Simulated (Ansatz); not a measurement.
Write the native input for Ansatz 0.2.0 that does the following.

```
Task                : single point
Functional          : PBEsol0
Potentials or basis : Ansatz PAW
Cutoff              : 420 eV (not typed: the program's choice for these potentials)
k mesh              : 4 × 4 × 4
Occupations         : fermi-dirac, width 0.05 eV
Spin                : no spin polarisation
```

TePt:

```
Pt Te
1.0
     3.55919    0.00000    0.00000
     0.00000    3.55919    0.00000
     0.00000    0.00000    3.55919
Pt Te
1 1
Direct
  0.00000 0.00000 0.00000
  0.50000 0.50000 0.50000
```

Measurements of this composition are mostly on another form, of space group No. 166.

These files were run (other wordings do the same):

input

```
crystal:
  lattice:
    - [3.55919028, 0.0, 0.0]
    - [0.0, 3.55919028, 0.0]
    - [0.0, 0.0, 3.55919028]
  atoms:
    - { symbol: Pt, position: [0.0, 0.0, 0.0] }
    - { symbol: Te, position: [0.5, 0.5, 0.5] }
hamiltonian:
  xc: { exchange: pbesol, correlation: pbesol, exx: { coeff: 0.25 } }
  pseudopotentials: { kind: paw }
kpoints:
  mp_grid: { grid: [4, 4, 4] }
scf:
  occupations: { method: fermi_dirac, width: 0.05 }
output:
  forces: true
  stress: true
  eigenvalues: true
  write_density: true
  write_potential: true
  elf: true
  volumetric_format: npy
```

Results of the run:

```
Pressure               : -16.6 GPa
Band gap on the k mesh : none (metal or under the smearing width)
```

Caveat: the k mesh is coarse (spacing up to 0.44 Å⁻¹), so the values aren't converged, least of all with exact exchange; so large a pressure means that the cell lies far from this level's equilibrium, or that cutoff or potentials fall short; the PAW data sets come from PBE, with cores solved anew for the run's functional, which leaves a small shift of forces and pressure; the thresholds are loose for stress.

Run time: 9.4 s on 1 × NVIDIA H100 80GB HBM3 with 2 threads of AMD EPYC 7R13 Processor (Zen 3) (shared host), peak memory 1.8 GiB.
